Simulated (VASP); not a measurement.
# Ga: restarted molecular dynamics, 2 variants

Ga, P2_1/m (no. 11), 16 atoms in the cell. PBE, molecular dynamics; PAW potentials Ga (PBE set).

| Restart from | Temperature at the end (K) | The same without a restart (K) | Potential energy at the end (eV/atom) | The same without a restart (eV/atom) | Electronic steps in the first step after the restart | Time (s) |
|---|---|---|---|---|---|---|
| CONTCAR with velocities, WAVECAR read | 1422.0 | 1422.0 | -2.75489 | -2.75489 | 4 | 608 |
| CONTCAR with velocities, no WAVECAR | 1422.0 | 1422.0 | -2.75489 | -2.75489 | 13 | 643 |

Limits: 180 fs of 16 atoms are too short for converged averages; the cell is only 5.3 Å across, so each atom moves in step with near copies of itself.

## Input of the first row

INCAR.step1:
```
  GGA = PE
  PREC = Normal
  ENCUT = 200
  EDIFF = 1E-6
  NELMIN = 4
  NELM = 60
  ALGO = Fast
  LREAL = Auto
  LASPH = True
  ISMEAR = -1
  SIGMA = 0.069
  ISYM = 0
  LWAVE = True
  LCHARG = False
  IBRION = 0
  NSW = 30
  POTIM = 3.0
  TEBEG = 1600
  ISIF = 2
  RANDOM_SEED = 364791 0 0
  MDALGO = 2
  SMASS = 0
  KPAR = 2
```

INCAR.step2, as INCAR.step1 but for:
```
- LWAVE = True
+ LWAVE = False
```

KPOINTS:
```
k-points
0
Monkhorst-Pack
  2 2 2
```

POSCAR.step1:
```
Ga
1.0
    5.5568441698      0.0000000000      0.0000000000
    0.0000000000      6.5632175800      0.0000000000
   -2.6868621972      0.0000000000      7.9805463526
Ga
16
Direct
    0.0672981350      0.3750000000      0.3850834150
    0.0672981350      0.3750000000      0.8850834150
    0.0672981350      0.8750000000      0.3850834150
    0.0672981350      0.8750000000      0.8850834150
    0.5672981350      0.3750000000      0.3850834150
    0.5672981350      0.3750000000      0.8850834150
    0.5672981350      0.8750000000      0.3850834150
    0.5672981350      0.8750000000      0.8850834150
    0.4327018650      0.1250000000      0.1149165850
    0.4327018650      0.1250000000      0.6149165850
    0.4327018650      0.6250000000      0.1149165850
    0.4327018650      0.6250000000      0.6149165850
    0.9327018650      0.1250000000      0.1149165850
    0.9327018650      0.1250000000      0.6149165850
    0.9327018650      0.6250000000      0.1149165850
    0.9327018650      0.6250000000      0.6149165850
```

Commands (each step's output is kept before the next begins):
```
cat potpaw_PBE.64/Ga/POTCAR > POTCAR
cp INCAR.step1 INCAR
cp POSCAR.step1 POSCAR
mpirun -np 2 vasp_std > vasp.out
cp CONTCAR POSCAR
cp INCAR.step2 INCAR
mpirun -np 2 vasp_std > vasp.out
```

Changes of the last row against the first:
```
(step 1)
- LWAVE = True
+ LWAVE = False
```

VASP 6.6.1 took 608 s on 2 cores (Intel Xeon Platinum 8259CL @ 2.50GHz (Skylake/Cascade Lake)), a shared host.
